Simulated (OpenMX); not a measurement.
The system is TiSi2.

```
CELL_PARAMETERS angstrom
0.00000 4.11752 4.26290
2.38951 0.00000 4.26290
2.38951 4.11752 0.00000
ATOMIC_POSITIONS crystal
Ti 0.75000 0.75000 0.75000
Ti 0.50000 0.50000 0.50000
Si 0.41257 0.08743 0.41257
Si 0.08743 0.41257 0.08743
Si 0.16257 0.83743 0.16257
Si 0.83743 0.16257 0.83743
```

The cell is a database's computed one.

Base run:

```yaml
Program: OpenMX 3.8.5
Functional: PBE
Potentials_or_basis: OpenMX 2013 PBE set, Ti7.0-s3p2d2, Si7.0-s2p2d1, grid cutoff 400 Ry
k_mesh: 7 × 7 × 7
Occupations: fermi-dirac, width 0.05 eV
Spin: no spin polarisation
```

Its results: pressure 3.0 GPa; largest force 0.026 eV/Å.

Q: The run is repeated on the same cell with these changes: functional from PBE to LDA; potentials or basis from OpenMX 2013 PBE set, Ti7.0-s3p2d2, Si7.0-s2p2d1, grid cutoff 400 Ry to OpenMX 2013 LDA set, Ti7.0-s3p2d2, Si7.0-s2p2d1, grid cutoff 400 Ry. What comes out?

A: Pressure -4.6 GPa; largest force 0.032 eV/Å.

Caveats: the basis of atomic orbitals isn't converged, which shifts pressures, moduli and gaps.
